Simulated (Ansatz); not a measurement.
## CuO under changes of volume

One of the cells (12.605 Å³/atom); the others are scaled copies at fixed shape and fractional positions:

```
CELL_PARAMETERS angstrom
3.28802 0.00000 0.00000
-1.64401 2.84751 0.00000
0.00000 0.00000 5.38502
ATOMIC_POSITIONS crystal
Cu 0.66667 0.33333 0.00000
Cu 0.33333 0.66667 0.50000
O 0.66667 0.33333 0.62520
O 0.33333 0.66667 0.12520
```

Measurements of this composition are mostly on another form, of space group No. 15.

```yaml
Program: Ansatz 0.2.0
Functional: PBE
Potentials_or_basis: Ansatz PAW
Cutoff: "420 eV (not typed: the program's choice for these potentials)"
k_mesh: 9 × 9 × 5
Occupations: fermi-dirac, width 0.05 eV
Spin: no spin polarisation
```

| volume (Å³/atom) | energy over the lowest point (meV/atom) | pressure (GPa) | largest force (eV/Å) |
| --- | --- | --- | --- |
| 11.848 | 0.00 | -2.5 | 0.102 |
| 12.100 | 6.07 | -5.0 | 0.092 |
| 12.352 | ? | ? | ? |
| 12.605 | 28.81 | -9.1 | 0.074 |
| 12.857 | 44.68 | -10.8 | 0.067 |
| 13.109 | 63.11 | -12.4 | 0.059 |
| 13.361 | 83.74 | -13.7 | 0.053 |

What does the run at 12.352 Å³/atom give?

Energy over the lowest point 15.84 meV/atom; pressure -7.2 GPa; largest force 0.083 eV/Å.

Worked out: A Birch-Murnaghan fit of order 3 (a polynomial in V^(-2/3)) to the other rows has its minimum at 11.61 Å³/atom, just outside them, with B0 = V·E''(V) = 136 GPa and B' = 4.6 at fixed shape and positions, which overstates the stiffness. It gives 15.79 meV/atom at 12.352 Å³/atom, against the run's 15.84, and -dE/dV = -7.3 GPa, against -7.2.

Energies are extrapolated to zero smearing.

Caveats: the run has no spin polarisation, though such a crystal can be magnetic.
